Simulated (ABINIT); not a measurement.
Write the native input for ABINIT 10.8.3 (patched build) that does the following.

```yaml
Task: band structure
Functional: PBEsol
Potentials_or_basis: PseudoDojo NC SR PBEsol v0.4.1 standard
Cutoff: 1143 eV
k_mesh: 10 × 10 × 10
Occupations: fermi-dirac, width 0.05 eV
Spin: no spin polarisation
```

BAs:

```xyz
2
Lattice="0.0000 2.3885 2.3885 2.3885 0.0000 2.3885 2.3885 2.3885 0.0000" Properties=species:S:1:pos:R:3 pbc="T T T"
As    3.5827    3.5827    3.5827
B     0.0000    0.0000    0.0000
```

These files were run (other wordings do the same):

run.abi

```
# Datasets: ground state, then fixed potential
ndtset 2

# Pseudopotentials
pp_dirpath "./"
pseudos "As.upf, B.upf"

# Structure
acell 3.3778490937 3.3778490937 3.3778490937 Angstrom
rprim
     0.0000000000     0.7071067812     0.7071067812
     0.7071067812     0.0000000000     0.7071067812
     0.7071067812     0.7071067812     0.0000000000
ntypat 2
znucl 33 5
natom 2
typat 1 2
xcart
     6.7704162730     6.7704162730     6.7704162730
     0.0000000000     0.0000000000     0.0000000000

# Plane-wave basis
ecut 42.0

# Exchange and correlation
ixc -116133

# Bands and occupations
occopt 3
tsmear 0.00183747

# SCF cycle
nstep 100

# Output
iomode 3
prtwf 0
prteig 0
prtebands 0
enunit 1
prtden1 1

# Dataset 1
kptopt1 1
ngkpt1 10 10 10
nshiftk1 1
shiftk1 0.0 0.0 0.0
nband1 13
tolvrs1 1.0e-10

# Dataset 2: bands along G-X-W-K-G-L-U-W-L-K
iscf2 -2
getden2 1
nband2 17
nbdbuf2 2
tolwfr2 1.0e-12
kptopt2 -9
ndivsm2 5
prteig2 1
prtvol2 -3
kptbounds2
     0.0000000000     0.0000000000     0.0000000000
     0.5000000000     0.0000000000     0.5000000000
     0.5000000000     0.2500000000     0.7500000000
     0.3750000000     0.3750000000     0.7500000000
     0.0000000000     0.0000000000     0.0000000000
     0.5000000000     0.5000000000     0.5000000000
     0.6250000000     0.2500000000     0.6250000000
     0.5000000000     0.2500000000     0.7500000000
     0.5000000000     0.5000000000     0.5000000000
     0.3750000000     0.3750000000     0.7500000000
```

Potentials or basis: PseudoDojo NC SR PBEsol v0.4.1 standard.

Command:

```sh
$ abinit run.abi > log 2>&1
```

It gave:

The pressure is -0.7 GPa, the band gap on the k mesh is 1.10 eV, indirect (least direct gap 3.26 eV) and the band gap along the path is 1.10 eV, indirect (least direct gap 3.26 eV). The valence electrons inside the program's atomic spheres are As 12.49; B 2.55.

Run time: 2 min on 1 thread of Arm Neoverse V1 (shared host), peak memory 0.12 GiB.
